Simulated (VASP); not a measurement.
# SnSe in VASP: a series of runs, part 2 of 2

VASP 6.6.1. Earlier steps stand in the parts before.

### Step 4. Work function, PW91

Contents of INCAR:

```
SYSTEM = SnSe
PREC = Accurate
ENCUT = 520
EDIFF = 1E-6
ISMEAR = -1
SIGMA = 0.05
LREAL = .False.
LASPH = .True.
NELM = 100
ALGO = Normal
ISIF = 2
LWAVE = .False.
LCHARG = .True.
LDIPOL = .True.
IDIPOL = 3
DIPOL = 0.5 0.5 0.500
GGA = 91
LELF = .True.
LVHAR = .True.
LVACPOTAV = .True.
```

Contents of KPOINTS:

```
Automatic mesh
0
Gamma
  5 5 1
  0 0 0
```

Contents of POSCAR:

```
SnSe
1.0
    4.3100000000      0.0000000000      0.0000000000
    0.0000000000      4.3180000000      0.0000000000
    0.0000000000      0.0000000000     23.8958000000
Sn Se
4 4
Direct
    0.5000000000      0.2500000000      0.3138626872
    0.0000000000      0.7500000000      0.4412197959
    0.0000000000      0.2500000000      0.5587802041
    0.5000000000      0.7500000000      0.6861373128
    0.0000000000      0.7500000000      0.3256187280
    0.5000000000      0.2500000000      0.4294637551
    0.5000000000      0.7500000000      0.5705362449
    0.0000000000      0.2500000000      0.6743812720
```

Potentials or basis: VASP PAW PBE potentials, release 64 (Sn_d, Se).

Started as:

```
$ cat potpaw_PBE.64/Sn_d/POTCAR potpaw_PBE.64/Se/POTCAR > POTCAR
$ mpirun -np 1 vasp_std > vasp.out
```

OUTCAR:

```text
SYSTEM = SnSe
   PREC = Accurate
   ENCUT = 520
   EDIFF = 1E-6
   ISMEAR = -1
   LREAL = .False.
   LASPH = .True.
   NELM = 100
   ISIF = 2
   GGA = 91

 ion  position               nearest neighbor table
   1  0.500  0.250  0.314-   6 2.76   5 3.06   5 3.06   5 3.06   5 3.06
   2  0.000  0.750  0.441-   5 2.76   6 3.06   6 3.06   6 3.06   6 3.06   3 3.54   3 3.54
   3  0.000  0.250  0.559-   8 2.76   7 3.06   7 3.06   7 3.06   7 3.06   2 3.54   2 3.54
   4  0.500  0.750  0.686-   7 2.76   8 3.06   8 3.06   8 3.06   8 3.06
   5  0.000  0.750  0.326-   2 2.76   1 3.06   1 3.06   1 3.06   1 3.06
   6  0.500  0.250  0.429-   1 2.76   2 3.06   2 3.06   2 3.06   2 3.06
   7  0.500  0.750  0.571-   4 2.76   3 3.06   3 3.06   3 3.06   3 3.06
   8  0.000  0.250  0.674-   3 2.76   4 3.06   4 3.06   4 3.06   4 3.06

  LATTYP: Found a simple orthorhombic cell.
 ALAT       =     4.3100000000
 B/A-ratio  =     1.0018561485
 C/A-ratio  =     5.5442691415

  Lattice vectors:

 A1 = (   4.3100000000,   0.0000000000,   0.0000000000)
 A2 = (   0.0000000000,   4.3180000000,   0.0000000000)
 A3 = (   0.0000000000,   0.0000000000,  23.8958000000)

Analysis of symmetry for initial positions (statically):
[... 185 lines left out ...]
      2     -21.0496      2.00000
      3     -21.0442      2.00000
      4     -21.0360      2.00000
      5     -21.0260      2.00000
      6     -21.0115      2.00000
[... 448 lines left out ...]
     47       4.7033      0.00000
     48       4.7314      0.00000

------------------------ aborting loop because EDIFF is reached ----------------------------------------

  FORCE on cell =-STRESS in cart. coord.  units (eV):
  Direction    XX          YY          ZZ          XY          YZ          ZX
  --------------------------------------------------------------------------------------
  -------------------------------------------------------------------------------------
  Total       -1.0966416     -1.2022986     -1.4483200      0.0000000     -0.0000000      0.0000000
  in kB       -3.9508797     -4.3315311     -5.2178744      0.0000000     -0.0000000      0.0000000
  external PRESSURE =      -4.5000951 kB  Pullay stress =       0.0000000 kB

 VOLUME and BASIS-vectors are now :
 -----------------------------------------------------------------------------
  energy-cutoff  :      520.00
  volume of cell :      444.71
      direct lattice vectors                 reciprocal lattice vectors
     4.310000000  0.000000000  0.000000000     0.232018561  0.000000000  0.000000000
     0.000000000  4.318000000  0.000000000     0.000000000  0.231588698  0.000000000
     0.000000000  0.000000000 23.895800000     0.000000000  0.000000000  0.041848358

 POSITION                                       TOTAL-FORCE (eV/Angst)
 -----------------------------------------------------------------------------------
      2.15500      1.07950      7.50000         0.000000      0.000000      0.313364
      0.00000      3.23850     10.54330         0.000000     -0.000000     -0.289417
      0.00000      1.07950     13.35250        -0.000000     -0.000000      0.289417
      2.15500      3.23850     16.39580         0.000000     -0.000000     -0.313364
      0.00000      3.23850      7.78092         0.000000     -0.000000     -0.003357
      2.15500      1.07950     10.26238         0.000000     -0.000000     -0.163643
      2.15500      3.23850     13.63342         0.000000     -0.000000      0.163643
      0.00000      1.07950     16.11488         0.000000     -0.000000      0.003357
 -----------------------------------------------------------------------------------
    total drift:                                0.000000      0.000000     -0.000000

  FREE ENERGIE OF THE ION-ELECTRON SYSTEM (eV)
  ---------------------------------------------------
  free  energy   TOTEN  =       -32.7748228060 eV

  energy  without entropy=      -32.7747843684  energy(sigma->0) =      -32.77480359

 vacuum level on the upper side and lower side of the slab         4.626         4.626
```

OSZICAR:

```text
N       E                     dE             d eps       ncg     rms          rms(c)
DAV:   1     0.764866334703E+03    0.76487E+03   -0.36229E+04   920   0.166E+03
DAV:   2     0.786237360621E+02   -0.68624E+03   -0.67008E+03   936   0.402E+02
DAV:   3    -0.265976478419E+02   -0.10522E+03   -0.10130E+03  1040   0.172E+02
DAV:   4    -0.335961065166E+02   -0.69985E+01   -0.68989E+01  1000   0.446E+01
[... 13 lines left out ...]
DAV:  18    -0.327747441722E+02   -0.13919E-03   -0.12148E-05   776   0.107E-02    0.144E-03
DAV:  19    -0.327748014862E+02   -0.57314E-04   -0.13195E-05   744   0.873E-03    0.797E-04
DAV:  20    -0.327748218020E+02   -0.20316E-04   -0.53394E-06   768   0.455E-03    0.313E-04
DAV:  21    -0.327748228126E+02   -0.10107E-05   -0.48206E-07   688   0.181E-03    0.204E-04
DAV:  22    -0.327748228060E+02    0.66266E-08   -0.10621E-07   624   0.120E-03
   1 F= -.32774823E+02 E0= -.32774804E+02  d E =-.384376E-04
```

stdout:

```text
POSCAR found type information on POSCAR SnSe
 POSCAR found :  2 types and       8 ions
 scaLAPACK will be used
 -----------------------------------------------------------------------------
[... 24 lines left out ...]
|     Did not find any points to average over, which means that no vacuum     |
|     field-free region was found. Please increase the size of  your cell     |
|     in the dimension of the dipole correction to obtain accurate            |
|     workfunction values.                                                    |
|                                                                             |
 -----------------------------------------------------------------------------
```

Wall time 6.6 min (1 thread of Intel Xeon Platinum 8375C at 2.90GHz (Ice Lake), shared host); peak memory 0.49 GiB.

What came out:

| Quantity | Value |
| --- | --- |
| Free energy | -32.7748 eV |
| Largest force | 0.313 eV/Å |
| Band gap on the k mesh | 0.87 eV, indirect (least direct gap 0.95 eV) |
| Ionisation potential of the upper face | 4.39 eV |

Forces in eV/Å, atoms in the order of the input:
```
Sn   0.000  0.000  0.313
Sn   0.000  0.000 -0.289
Sn   0.000  0.000  0.289
Sn   0.000  0.000 -0.313
Se   0.000  0.000 -0.003
Se   0.000  0.000 -0.164
Se   0.000  0.000  0.164
Se   0.000  0.000  0.003
```

Caveat: the PAW data sets were made with another functional, which shifts forces and pressure a little; spin-orbit coupling is left out, which moves the levels of the heavy elements.

### Step 5. Overview

| level | gap on the mesh (eV) | largest force (eV/Å) |
| --- | --- | --- |
| revPBE | 0.91 | 0.28 |
| BLYP | 0.90 | 0.26 |
| PW91 | 0.87 | 0.31 |

Alike in all rows: task work function; potentials or basis VASP PAW PBE potentials, release 64 (Sn_d, Se); no spin polarisation; cell as given; k mesh 5 × 5 × 1; cutoff (eV) 520; smearing fermi-dirac 0.05 eV.

On the cell as given the gap runs from 0.87 eV (PW91) to 0.91 eV (revPBE).

Caveats: the PAW data sets were made with another functional, which shifts forces and pressure a little; spin-orbit coupling is left out, which moves the levels of the heavy elements.

Total energies depend on the potentials used, so only differences within one code and one set of settings carry meaning.
